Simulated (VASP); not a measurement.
The system is CdS.

```
Cd S
1.0
     4.13146    0.00000    0.00000
    -2.06573    3.57795    0.00000
     0.00000    0.00000    6.72462
Cd S
2 2
Direct
  0.33333 0.66667 0.99932
  0.66667 0.33333 0.49932
  0.33333 0.66667 0.37568
  0.66667 0.33333 0.87568
```

Base run:

```yaml
Program: VASP 6.6.1
Functional: PBEsol
Potentials_or_basis: VASP PAW PBE potentials, release 64 (Cd, S)
Cutoff: 520 eV
k_mesh: 9 × 9 × 4
Occupations: gaussian, width 0.03 eV
Spin: no spin polarisation
```

Its results: band gap on the k mesh 1.08 eV, direct; pressure 0.0 GPa; largest force 0.003 eV/Å.

**Question.** The run is repeated on the same cell with these changes: functional from PBEsol to r2SCAN. What comes out?

**Answer.** Band gap on the k mesh 1.68 eV, direct; pressure 1.7 GPa; largest force 0.004 eV/Å.

r2SCAN gives the wider gap, since meta-GGAs in the generalised Kohn-Sham scheme recover part of the derivative discontinuity.

Caveats: the PAW data sets were made with another functional, which shifts forces and pressure a little.
